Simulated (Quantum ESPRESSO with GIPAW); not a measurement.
# Octahedral tilting in BaZrO3 seen by 91Zr

Starting from the cubic perovskite, neighbouring octahedra are turned by θ about [001] in opposite senses, in all three directions (tilt system a⁰a⁰c⁻). The cell and the cations are held, so the in-plane bonds lengthen as 1/cos θ. GIPAW with PBEsol and plane-wave PAW files from pslibrary 1.0.0 recipes (Zr spn, Ba spn, O n), cutoffs 55 and 330 Ry, a 5×5×5 mesh in every shielding run (Quantum ESPRESSO with GIPAW, a patched development version), without spin-orbit coupling. The atoms are held where the series puts them. The cells were built for this series from an entry of the Crystallography Open Database for this compound, not from a prototype; it need not be the form that is stable at ambient conditions.

One member of the series, BaZrO3 (I4/mcm) at 6 °, as used in the shielding run:

```xyz
10
Lattice="0.0000 4.1913 4.1913 4.1913 0.0000 4.1913 4.1913 4.1913 0.0000" Properties=species:S:1:pos:R:3 pbc="T T T"
Zr    0.0000    0.0000    0.0000
Zr    4.1913    4.1913    4.1913
Ba    2.0957    2.0957    2.0957
Ba    6.2870    6.2870    6.2870
O     2.0957    4.4116    4.1913
O     3.9711    2.0957    4.1913
O     4.1913    4.1913    2.0957
O     6.2870    3.9711    4.1913
O     4.4116    6.2870    4.1913
O     4.1913    4.1913    6.2870
```

```csv
angle θ (°),θ² (deg²),mean bond at Zr (Å),σ_iso of Zr (ppm)
0,0.00,2.0957,1431.52
1.5,2.25,2.0961,1431.69
3,9.00,2.0976,1432.23
4.5,20.25,2.1000,1433.07
6,36.00,2.1034,?
7.5,56.25,2.1077,1434.93
9,81.00,2.1131,1435.58
10.5,110.25,2.1195,1435.66
12,144.00,2.1269,1434.79
```

**Task.** Fit σ_iso of Zr against x, the square of the angle in deg²; judge whether a straight line is enough, and predict the withheld row (x = 36.00 deg²).

1. The 8 known rows give Σx = 423.00, Σy = 11469.47, Σx² = 43112.2500 and Σxy = 607019.1075.

2. Slope b = (nΣxy − ΣxΣy)/(nΣx² − (Σx)²) = 0.027517 and intercept a = (Σy − bΣx)/n = 1432.23 ppm.

3. Residuals y − a − bx, in the order of the table: -0.71, -0.60, -0.25, +0.28, +1.15, +1.12, +0.40, -1.40 ppm; r.m.s. 0.85 ppm, R² = 0.733. They bend, and a quadratic term takes most of them away: y = 1431.5065 + 0.08557490 x − 4.35614e-4 x², r.m.s. 0.010 ppm. The parabola has its maximum at x = 98.2, inside the range, and the rows turn too.

4. At x = 36.00 deg², inside the fitted range, the line gives 1433.22 ppm and the parabola 1434.02 ppm.

5. The run gives 1434.02 ppm. The line misses by -0.80 ppm, the parabola by less than the last digit shown; that is within twice the r.m.s. of the parabola. Verdict: a line is not enough; the parabola both fits and predicts better.

Between neighbouring rows of the full table the slope is +0.76 ppm for 10 deg² of θ² at the low end and -0.26 at the high end. Turning by −θ gives the same structure shifted by one cell, so a mean over an element is even in θ: hence the fit against θ². The macroscopic shape term is left out. It is common to all sites of a cell; for a sphere, judged roughly from the xx and yy parts of the valence susceptibility, it lies between 5.9 and 6.7 ppm in these runs.

[Logs are printed without paths, hosts, clocks, repeated set-up lines and the standing remarks that a program may print on its own settings, such as how far it seeks lower states.]

[Hosts, paths, dates, database ids (printed as entryN), source tags and the programs' standing remarks are cut or masked in the printed files.]
